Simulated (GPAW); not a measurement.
Crystal: AlRu.

```
CELL_PARAMETERS angstrom
2.99160 0.00000 0.00000
0.00000 2.99160 0.00000
0.00000 0.00000 2.99160
ATOMIC_POSITIONS crystal
Ru 0.50000 0.50000 0.50000
Al 0.00000 0.00000 0.00000
```

Base run:

* Program: GPAW 26.7.0
* Functional: LDA
* Potentials or basis: the program's PAW data sets (release 1.2.1) made for this functional
* Cutoff: 600 eV
* Basis: pw
* k mesh: 9 × 9 × 9
* Occupations: fermi-dirac, width 0.05 eV
* Spin: no spin polarisation

Its results: pressure -7.6 GPa.

**Question.** The run is repeated on the same cell with these changes: functional from LDA to revPBE. What comes out?

**Answer.** Pressure 6.0 GPa.

revPBE binds less tightly than LDA, so the same cell stands under more pressure.
